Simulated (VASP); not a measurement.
**MnO2: equation of state with PBE**

MnO2:

```
Mn O
1.0
     2.85658    0.00000    0.00000
    -1.42829    2.47387    0.00000
     0.00000    0.00000    4.60137
Mn O
1 2
Direct
  0.00000 0.00000 0.50000
  0.33333 0.66667 0.70629
  0.66667 0.33333 0.29371
```

Measurements of this composition are mostly on another form, of space group No. 136.

```
Program                : VASP 6.6.1
Task                   : equation of state
Functional             : PBE
Potentials or basis    : VASP PAW PBE potentials, release 64 (Mn_pv, O)
Cutoff                 : 520 eV
k mesh                 : 11 × 11 × 6
Occupations            : fermi-dirac, width 0.05 eV
Spin                   : collinear spin, ferromagnetic start
Starting moments       : [4.0, 0.0, 0.0] μB
Further INCAR settings : ALGO = Normal; EDIFF = 1e-07; NBANDS = 24
```

```yaml
Equilibrium_volume: 11.18 Å³/atom
Bulk_modulus_at_fixed_shape_and_positions: 184 GPa
Pressure_derivative_of_the_bulk_modulus: 4.6
```

Energy against volume, from the lowest point:
```
volume (Å³/atom)  energy (meV/atom)
          10.189              59.17
          10.405              34.48
          10.622              16.92
          10.839               5.73
          11.056               0.29
          11.273               0.00
          11.489               4.31
```

All runs of the series together: 11 min on 1 thread of Intel(R) Xeon(R) Platinum 8488C (Sapphire Rapids), with other jobs on the host.

Caveat: the cell was scaled at fixed shape and fractional positions, which overstates the stiffness of a crystal with free parameters, most of all of layers and chains.
